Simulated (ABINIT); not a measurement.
Write the native input for ABINIT 10.8.3 (patched build) that does the following.

```
Task                                            : equation of state
Functional                                      : PBE
Potentials or basis                             : JTH PAW PBE v2.0 sp
Cutoff                                          : 408 eV
k mesh                                          : 9 × 9 × 9
Occupations                                     : fermi-dirac, width 0.05 eV
Spin                                            : spin-orbit coupling, no magnetisation
Fine-grid cutoff                                : 816.342 eV
Exchange and correlation inside the PAW spheres : full angular mesh (pawxcdev 0, this build's default; the released program takes 1)
```

The system is Bi.

```xyz
1
Lattice="-1.9814 1.9814 1.9814 1.9814 -1.9814 1.9814 1.9814 1.9814 -1.9814" Properties=species:S:1:pos:R:3 pbc="T T T"
Bi    0.0000    0.0000    0.0000
```

This isn't the form of Bi at room conditions, which is rhombohedral.

The input as run:

run.abi

```
# Datasets: one volume each
ndtset 7
getwfk -1
scalecart1 3*0.9795861087
scalecart2 3*0.9864848297
scalecart3 3*0.9932883884
scalecart4 3*1.0000000000
scalecart5 3*1.0066227096
scalecart6 3*1.0131594038
scalecart7 3*1.0196128224

# Pseudopotentials
pp_dirpath "./"
pseudos "Bi.GGA_PBE-JTH_sp.xml"

# Structure
acell 3*1.0
rprim
    -3.7443610401     3.7443610401     3.7443610401
     3.7443610401    -3.7443610401     3.7443610401
     3.7443610401     3.7443610401    -3.7443610401
ntypat 1
znucl 83
natom 1
typat 1
xred
     0.0000000000     0.0000000000     0.0000000000

# Plane-wave basis
ecut 15.0
pawecutdg 30.0

# k points
kptopt 4
ngkpt 9 9 9
nshiftk 1
shiftk 0.0 0.0 0.0

# Exchange and correlation
ixc 11

# Bands and occupations
nband 14
occopt 3
tsmear 0.05 eV

# Spin
nspinor 2
nspden 1
pawspnorb 1

# SCF cycle
nstep 100
tolvrs 1.0e-9

# Output
iomode 3
prtwf 1
prtden 0
prteig 0
prtebands 0
enunit 1
```

Potentials or basis: JTH PAW PBE v2.0 sp.

Command:

```bash
$ abinit run.abi > log 2>&1
```

It gave:

The equilibrium volume is 32.51 Å³/atom and the bulk modulus is 48 GPa. The pressure derivative of the bulk modulus is 4.9.

Caveat: pressures at fixed basis lie under the slope of the energies; this set keeps more shells in the core, which shifts pressures and gaps.

Run time: 93 s on 1 thread of Arm Neoverse V1, with other jobs on the host, peak memory 0.12 GiB.
